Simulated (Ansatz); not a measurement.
Crystal: KCl.

```
K Cl
1.0
     3.83920    0.00000    0.00000
     0.00000    3.83920    0.00000
     0.00000    0.00000    3.83920
K Cl
1 1
Cartesian
  0.0000 0.0000 0.0000
  1.9196 1.9196 1.9196
```

Measurements of this composition are mostly on another form, of space group No. 225.

```yaml
Program: Ansatz 0.2.0
Task: relaxation of cell and atoms
Functional: PBEsol
Potentials_or_basis: all-electron LAPW, scalar-relativistic
Basis_error_allowed: 0.001 eV/atom
k_mesh: 7 × 7 × 7
Occupations: fermi-dirac, width 0.05 eV
Spin: no spin polarisation
```

At the start: volume 28.29 Å³/atom.

Where does the relaxation end?

Over 5 steps the energy falls by 10.6 meV/atom and the volume is 26.11 Å³/atom (-7.7 %); space group Pm-3m (No. 221, to 0.05 Å).

Step by step:
| step | energy change (eV) | largest force (eV/Å) | volume (Å³) |
| --- | --- | --- | --- |
| 1 | 0.0000 | 0.0000 | 56.59 |
| 2 | -0.0141 | 0.0000 | 54.67 |
| 3 | -0.0210 | 0.0000 | 51.80 |
| 4 | -0.0213 | 0.0000 | 52.21 |
| 5 | -0.0212 | 0.0000 | 52.21 |

Final structure:
```xyz
2
Lattice="3.7375 0.0000 0.0000 0.0000 3.7375 0.0000 0.0000 0.0000 3.7375" Properties=species:S:1:pos:R:3 pbc="T T T"
K     0.0000    0.0000    0.0000
Cl    1.8688    1.8688    1.8688
```
